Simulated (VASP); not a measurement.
**AlN in VASP 6.6.1, single-point calculation**

INCAR

```
NBANDS = 16
PREC = Accurate
NELM = 59
SIGMA = 0.02
IBRION = -1
ISIF = 2
GGA = PE
ISMEAR = -1
NSW = 0
LCHARG = .FALSE.
LWAVE = .FALSE.
EDIFF = 1E-7
LREAL = .TRUE.
LASPH = .TRUE.
ENCUT = 520
```

KPOINTS

```
KPOINTS created by Atomic Simulation Environment
0
Gamma
12 12 6
0 0 0
```

POSCAR

```
Al N
 1.0000000000000000
     3.1066937601931870    0.0000000000000000    0.0000000000000000
    -1.5533468800965935    2.6904757181059007    0.0000000000000000
     0.0000000000000000    0.0000000000000000    4.9288056363999999
 Al  N
   2   2
Cartesian
  0.0000000000000001  1.7936504787372671 -0.0210060977643792
  1.5533468800965935  0.8968252393686336  2.4433967204356208
  0.0000000000000001  1.7936504787372671  1.8693082114143795
  1.5533468800965935  0.8968252393686336  4.3337110296143795
```

The recommended PBE PAW datasets give the neutral cell 16 valence electrons.

Command

```
mpirun -np 1 vasp_std
```

OSZICAR

```
N       E                     dE             d eps       ncg     rms          rms(c)
DAV:   1     0.409545178571E+02    0.40955E+02   -0.73322E+03  2440   0.896E+02
DAV:   2    -0.310481503687E+02   -0.72003E+02   -0.65939E+02  3344   0.189E+02
DAV:   3    -0.344303653322E+02   -0.33822E+01   -0.33717E+01  3176   0.418E+01
DAV:   4    -0.344511156164E+02   -0.20750E-01   -0.20749E-01  2968   0.370E+00
DAV:   5    -0.344513895557E+02   -0.27394E-03   -0.27394E-03  3072   0.428E-01    0.123E+01
DAV:   6    -0.296434389304E+02    0.48080E+01   -0.10636E+01  2904   0.238E+01    0.442E+00
DAV:   7    -0.296651695737E+02   -0.21731E-01   -0.69661E-01  2640   0.588E+00    0.318E+00
DAV:   8    -0.296585201459E+02    0.66494E-02   -0.61609E-02  2688   0.228E+00    0.657E-01
DAV:   9    -0.296530803231E+02    0.54398E-02   -0.12716E-02  3216   0.844E-01    0.258E-01
DAV:  10    -0.296537199853E+02   -0.63966E-03   -0.23921E-03  2632   0.308E-01    0.148E-01
DAV:  11    -0.296536326767E+02    0.87309E-04   -0.18916E-04  2904   0.106E-01    0.362E-02
DAV:  12    -0.296536359625E+02   -0.32858E-05   -0.11963E-05  2720   0.276E-02    0.735E-03
DAV:  13    -0.296536357612E+02    0.20128E-06   -0.47555E-06  2800   0.170E-02    0.581E-03
DAV:  14    -0.296536357598E+02    0.14153E-08   -0.35165E-07  2856   0.505E-03
   1 F= -.29653636E+02 E0= -.29653636E+02  d E =-.142522E-10
```

From OUTCAR

```
k-points           NKPTS =     76   k-points in BZ     NKDIM =     76   number of bands    NBANDS=     16

   NELECT =      16.0000    total number of electrons

   dimension x,y,z NGX =    24 NGY =   24 NGZ =   40
   dimension x,y,z NGXF=    48 NGYF=   48 NGZF=   80

  energy-cutoff  :      520.00
  volume of cell :       41.20
      direct lattice vectors                 reciprocal lattice vectors
     3.106693760  0.000000000  0.000000000     0.321885605  0.185840741  0.000000000
    -1.553346880  2.690475718  0.000000000     0.000000000  0.371681481  0.000000000
     0.000000000  0.000000000  4.928805636     0.000000000  0.000000000  0.202888909

 k-points in reciprocal lattice and weights: KPOINTS created by Atomic Simulation Env
   0.00000000  0.00000000  0.00000000       0.001
   0.08333333  0.00000000  0.00000000       0.007
   0.16666667  0.00000000  0.00000000       0.007
   0.25000000  0.00000000  0.00000000       0.007
   0.33333333  0.00000000  0.00000000       0.007
   0.41666667 -0.00000000  0.00000000       0.007
   0.50000000  0.00000000  0.00000000       0.003
   0.08333333  0.08333333  0.00000000       0.007
   ...

 E-fermi :   6.7206

 k-point     1 :       0.0000    0.0000    0.0000
  band No.  band energies     occupation
      1      -8.9661      2.00000
      2      -6.7323      2.00000
      3       0.2678      2.00000
      4       5.3661      2.00000
      5       5.3661      2.00000
      6       6.0458      2.00000
      7       6.0458      2.00000
      8       6.3488      2.00000
      9      10.6358      0.00000
     10      12.9874      0.00000
     11      17.0833      0.00000
     12      17.4489      0.00000
     13      17.4489      0.00000
     14      19.5010      0.00000
     15      19.5010      0.00000
     16      19.7187      0.00000

 k-point     2 :       0.0833    0.0000    0.0000
  band No.  band energies     occupation
      1      -8.8767      2.00000
      2      -6.6825      2.00000
      3       0.3733      2.00000
      4       4.9555      2.00000
      5       5.2480      2.00000
      6       5.6403      2.00000
      7       6.0351      2.00000
      8       6.3077      2.00000
      9      11.0501      0.00000
     10      13.3534      0.00000
     11      16.6961      0.00000
     12      16.8426      0.00000
     13      17.7086      0.00000
     14      19.2294      0.00000
     15      19.5816      0.00000
     16      19.6570      0.00000

 k-point     3 :       0.1667    0.0000    0.0000
  band No.  band energies     occupation
      1      -8.6160      2.00000
      2      -6.5470      2.00000
      3       0.6846      2.00000
      4       3.9534      2.00000
      5       4.7736      2.00000
      6       4.9711      2.00000
      7       5.9734      2.00000
      8       6.1643      2.00000
      9      11.9021      0.00000
     10      14.0385      0.00000
     11      15.5752      0.00000
     12      16.1180      0.00000
     13      18.4169      0.00000
     14      18.7023      0.00000
     15      18.8057      0.00000
     16      19.1371      0.00000

 ...

  Total        1.7485157      1.7485157      0.7821993      0.0000000      0.0000000      0.0000000
  in kB       68.0003132     68.0003132     30.4199703      0.0000000      0.0000000      0.0000000
  external PRESSURE =      55.4735322 kB  Pullay stress =       0.0000000 kB

 POSITION                                       TOTAL-FORCE (eV/Angst)
 -----------------------------------------------------------------------------------
      0.00000      1.79365      4.90780         0.000000      0.000000      0.830157
      1.55335      0.89683      2.44340         0.000000     -0.000000      0.830157
      0.00000      1.79365      1.86931        -0.000000      0.000000     -0.830157
      1.55335      0.89683      4.33371         0.000000     -0.000000     -0.830157
 -----------------------------------------------------------------------------------
    total drift:                               -0.000000     -0.000000     -3.405448

  FREE ENERGIE OF THE ION-ELECTRON SYSTEM (eV)
  ---------------------------------------------------
  free  energy   TOTEN  =       -29.6536357598 eV

  energy  without entropy=      -29.6536357598  energy(sigma->0) =      -29.65363576
```

It converged. Results: gap between bands v and c on the k mesh 4.29 eV; least direct gap on the k mesh 4.29 eV; pressure 5.5 GPa; largest force 0.83 eV/Å. Band v is the last that the valence electrons fill when counted band by band, and c is the next.

These settings aren't sound, so the numbers aren't properties of the crystal.

On sound settings PBE gives a gap of 4.28 eV on its mesh and a pressure of 6.4 GPa for the intended cell.

The run took about 37 s on one core of a shared host (Intel Xeon Platinum 8488C) and held 0.17 GiB at most.
